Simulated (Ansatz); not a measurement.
Given:

```
BeO
1.0
    2.69049     0.00000     0.00000
   -1.34524     2.35030     0.00000
    0.00000     0.00000     4.36988
Be O
2 2
Direct
  0.66670   0.33340   0.00162
  0.33330   0.66660   0.50162
  0.66598   0.33196   0.62358
  0.33402   0.66804   0.12358
```

No spin polarisation.

Level of theory: Kohn–Sham DFT with the r2SCAN functional, run in Ansatz (an electronic-structure program) with PAW and 500 eV plane waves, without spin-orbit coupling. Γ-centred 14×14×8 mesh, Fermi–Dirac width 0.05 eV.

Question: Predict the space group and valence-band top at Γ.

Answer: The space group comes out as Cmc2_1 (No. 36) and the valence-band top at Γ (three highest levels, from the VBM) is 0.00, -0.04, -0.09 eV.

The levels and masses belong to the bands next to the band gap. The cells carry an imposed strain or load. No phonon test of stability was made. The cell was made from BeO in the wurtzite structure (space group P6_3mc, No. 186) by this change: uniaxial strain ε_yy = +0.87 %.
